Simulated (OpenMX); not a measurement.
Tc:

```xyz
2
Lattice="2.7400 0.0000 0.0000 -1.3700 2.3729 0.0000 0.0000 0.0000 4.3980" Properties=species:S:1:pos:R:3 pbc="T T T"
Tc    1.3700    0.7910    3.2985
Tc    0.0000    1.5819    1.0995
```

| Quantity | Value |
| --- | --- |
| Program | OpenMX 3.8.5 |
| Task | single point |
| Functional | PBE |
| Potentials or basis | OpenMX 2013 PBE set, Tc7.0-s3p2d2, grid cutoff 400 Ry |
| k mesh | 11 × 11 × 7 |
| Occupations | fermi-dirac, width 0.05 eV |
| Spin | no spin polarisation |

On this cell: pressure 10.5 GPa; largest force 0.022 eV/Å; band gap on the k mesh none (metal or under the smearing width).

The same run follows on a disturbed copy (atoms moved at random, drawn with an rms of 0.05 Å):

```
CELL_PARAMETERS angstrom
2.74000 0.00000 0.00000
-1.37000 2.37291 0.00000
0.00000 0.00000 4.39800
ATOMIC_POSITIONS crystal
Tc 0.64995 0.33009 0.74506
Tc 0.34119 0.66573 0.26152
```

**Question.** What changes?

**Answer.** The energy (extrapolated to zero smearing) moves by +9.3 meV/atom; pressure 11.4 GPa; largest force 0.476 eV/Å; band gap on the k mesh none (metal or under the smearing width).

Forces in eV/Å, atoms in the order of the input:
```
Tc   0.233 -0.010  0.413
Tc  -0.235  0.008 -0.413
```

Caveats: the basis of atomic orbitals isn't converged, which shifts pressures, moduli and gaps.
